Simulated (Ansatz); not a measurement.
SrTiO₃: energy along a strain

SrTiO₃, Pm-3m, a = 3.936 Å. The structure is a COD entry; whether it is the stable form wasn't checked. Ansatz: PBE, PAW, 420 eV, Γ-centred 8×8×8 mesh on 5 atoms, Gaussian smearing 0.05 eV; no spin polarisation. Cell vectors (Å): 3.936 0.000 0.000; 0.000 3.936 0.000; 0.000 0.000 3.936. The cell is strained by x per cent times the pattern (0 0 0 1 0 0) in the order xx yy zz yz xz xy (engineering shears), with fractional coordinates held. y is the free energy over the start, V0 = 12.199 Å³/atom. Symmetry makes y even in x.

```
x (%) y (meV/atom)
-4.00          6.70
-2.00          1.66
 0.00          0.00
 0.50          0.09
 1.00          0.41
 1.50             ?
 2.50          2.61
 3.00          3.76
 3.50          5.12
```

Fit y = c2 x² + c4 x⁴ to the other rows, get the stiffness along the pattern, and predict the missing energy.

Least squares on the rows shown. y = 0.4157 x² + 0.0001953 x⁴. The clamped-ion stiffness p·C·p = 2 × 4.157 eV × 160.2 / 12.199 Å³ = 109 GPa, which is C44 in these axes. At x = 1.50 the fit asked for gives 0.94 meV/atom. The run gave 0.92 meV/atom, so the fit is 0.02 meV/atom too high, a small miss on the scale of the series.

Symmetry holds off the tilts and polar distortions that many cubic perovskites undergo.

Cost: 9 runs of about 1.3 core-minutes in all, on Intel Xeon Platinum 8259CL (Skylake/Cascade Lake) (shared hosts).